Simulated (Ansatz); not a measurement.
## Pressure against volume: HgTe

```xyz
2
Lattice="0.0000 3.2235 3.2235 3.2235 0.0000 3.2235 3.2235 3.2235 0.0000" Properties=species:S:1:pos:R:3 pbc="T T T"
Hg    0.0000    0.0000    0.0000
Te    4.8353    4.8353    4.8353
```

The cell is COD entry 1539232, as deposited and not checked against the literature; nothing was relaxed.

No spin–orbit coupling, which matters for the heavy atoms here.

All numbers are computed: DFT, PBEsol, all-electron LAPW, scalar-relativistic (Ansatz 0.2.0); DFT, PBEsol, PAW with Ansatz's default frozen-core files, scalar-relativistic (Ansatz 0.2.0).

For LAPW: a Γ-centred 9×9×9 k mesh, Fermi–Dirac smearing of 0.05 eV, basis error target 0.5 meV/atom, no spin polarisation. PAW takes a cutoff of 420 eV at this cell (files made with PBE, cores remade for this functional). The Ansatz runs share mesh, smearing and spin set-up. Plane-wave (PAW) pressures include the program's estimate of the Pulay term.

The cell above is scaled evenly, with fractional coordinates and shape held.

```tsv
V/V(cell)	V (Å³/atom)	P, LAPW (GPa)	P, PAW (GPa)
0.9400	31.486	4.85	4.84
0.9600	32.155	3.53	3.52
0.9800	32.825	2.37	2.36
0.9900	33.160	1.83	1.82
1.0000	33.495	1.33	1.32
1.0100	33.830	0.85	0.85
1.0200	34.165	0.41	0.40
1.0400	34.835	-0.41	-0.42
1.0600	35.505	-1.13	-1.14
```

What do Birch–Murnaghan fits to the pressures give?

LAPW: V0 = 34.49 Å³/atom, B0 = 42 GPa, B0′ = 5.2; PAW: V0 = 34.48 Å³/atom, B0 = 42 GPa, B0′ = 5.2.

PAW's V0 lies -0.02 % from the all-electron value and its B0 0.0 %. Symmetry fixes shape and coordinates here, so this is the relaxed modulus.
